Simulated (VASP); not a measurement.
The system is AgBr.

```
Ag Br
1.0
     0.00000    2.92166    2.92166
     2.92166    0.00000    2.92166
     2.92166    2.92166    0.00000
Ag Br
1 1
Cartesian
  0.0000 0.0000 0.0000
  2.9217 2.9217 2.9217
```

| Quantity | Value |
| --- | --- |
| Program | VASP 6.6.1 |
| Task | relaxation of cell and atoms |
| Functional | LDA |
| Potentials or basis | VASP PAW LDA potentials, release 64 (Ag, Br) |
| Cutoff | 600 eV |
| k mesh | 8 × 8 × 8 |
| Occupations | gaussian, width 0.02 eV |
| Spin | no spin polarisation |

At the start: pressure -6.0 GPa; volume 24.94 Å³/atom.

Q: How do energy, volume and symmetry change on relaxing?

A: Over 3 steps the energy falls by 67.4 meV/atom and the volume is 21.80 Å³/atom (-12.6 %); space group Fm-3m (No. 225, to 0.05 Å).

The path:
| step | energy change (eV) | largest force (eV/Å) | pressure (GPa) | volume (Å³) |
| --- | --- | --- | --- | --- |
| 1 | 0.0000 | 0.0000 | -5.98 | 49.88 |
| 2 | -0.1348 | 0.0000 | 0.20 | 43.46 |
| 3 | -0.1349 | 0.0000 | 0.02 | 43.59 |

Final structure:
```
Ag Br
1.0
     0.00000    2.79336    2.79336
     2.79336    0.00000    2.79336
     2.79336    2.79336    0.00000
Ag Br
1 1
Direct
  0.00000 0.00000 0.00000
  0.50000 0.50000 0.50000
```
